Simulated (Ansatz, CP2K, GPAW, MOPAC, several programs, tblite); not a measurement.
Many methods on one cell: PbSe (NiAs type)

PbSe, NiAs type, relaxed with r2SCAN in Ansatz, was computed with several methods. It is hexagonal, P6_3/mmc (No. 194); a = 4.274 Å, c = 7.555 Å in the conventional setting, 29.87 Å³ an atom. Pb is surrounded by 6 Se at 3.11 Å; Se is surrounded by 6 Pb at 3.11 Å. The cell comes from a prototype generator: it can be a known phase or a hypothetical one. Spin polarisation is off.

```xyz
4
Lattice="4.2735 0.0000 0.0000 -2.1368 3.7010 0.0000 0.0000 0.0000 7.5550" Properties=species:S:1:pos:R:3 pbc="T T T"
Pb    0.0000    0.0000    0.0000
Pb    0.0000    0.0000    3.7775
Se    0.0000    2.4673    1.8888
Se    2.1368    1.2337    5.6663
```

Gaps and times are for a single point on this cell; volume and bulk modulus come from each method's own relaxation or energy curve at fixed shape, which is too stiff where a cell has free coordinates or axes. Times are rough, from shared hosts (Arm Neoverse V1), and each method has its own mesh and cell size. A double dagger marks a value from a curve with shape and coordinates held. PM6 (MOPAC): levels, charges or heat of formation failed a check of plausibility, so no values are given. A star marks a curve whose lowest point is an end point. PM6 (MOPAC), PM7 (MOPAC), GFN1-xTB (tblite), GFN2-xTB (tblite) treat a cluster of cells at its zone centre, which samples few k points: where these miss a band edge, the gap comes out too large for that reason alone. Gaps from k meshes are read at a limited set of points (mesh, symmetry points, PBE's band edges), so each method's own least gap may be somewhat smaller. xTB and the PM methods were fitted mostly to molecules, and can miss a solid's gap by electronvolts. Minimal bases can be far off for gaps. Curves at held shape can't give the bulk modulus of a layered or molecular crystal, so none is listed. d marks a direct gap, i an indirect one (no mark: not told apart), a dash a value that wasn't computed or didn't pass its checks.

| method | kind | gap (eV) | own volume (Å³/atom) | bulk modulus (GPa) | atoms computed | processor time |
| --- | --- | --- | --- | --- | --- | --- |
| GFN1-xTB (tblite) | tight binding | 0.38 | – | – | 72 | 2.4 s |
| light PBE (260 eV and a coarse mesh) | light plane-wave | 0.06 i | – | – | 4 | 2.8 s |
| PM7 (MOPAC) | semi-empirical | 3.54 | 26.68*‡ | – | 72 | 3.8 s |
| GFN2-xTB (tblite) | tight binding | 2.19 | 28.75‡ | – | 72 | 4 s |
| PBE/SZV (CP2K) | small basis | 0.05 i | 31.47‡ | – | 4 | 7.5 s |
| PBE/DZVP (CP2K) | small basis | 0.01 | 30.41‡ | – | 4 | 14 s |
| PBE/single zeta (GPAW) | small basis | 0.05 i | – | – | 4 | 14 s |
| PBE | semilocal | 0.03 i | 30.45 | – | 4 | 18 s |
| PM6 (MOPAC) | semi-empirical | – | – | – | 72 | 31 s |
| r2SCAN | semilocal | 0.11 d | 29.87 | – | 4 | 40 s |

Against r2SCAN (0.11 eV) and with closed or daggered gaps left aside, the nearest gap at the points sampled is that of light PBE (260 eV and a coarse mesh) (-0.05 eV) and the farthest that of PM7 (MOPAC) (+3.43 eV). r2SCAN is only a yardstick of convenience: semilocal gaps usually lie below measured ones, which GLLB-SC and hybrids aim to mend.

Volumes against r2SCAN's: PBE +1.9 %.

Spin-orbit coupling is left out; in compounds of Pb, Bi, Tl or Hg it can lower a gap by up to about 1 eV, split its edges or invert the bands.
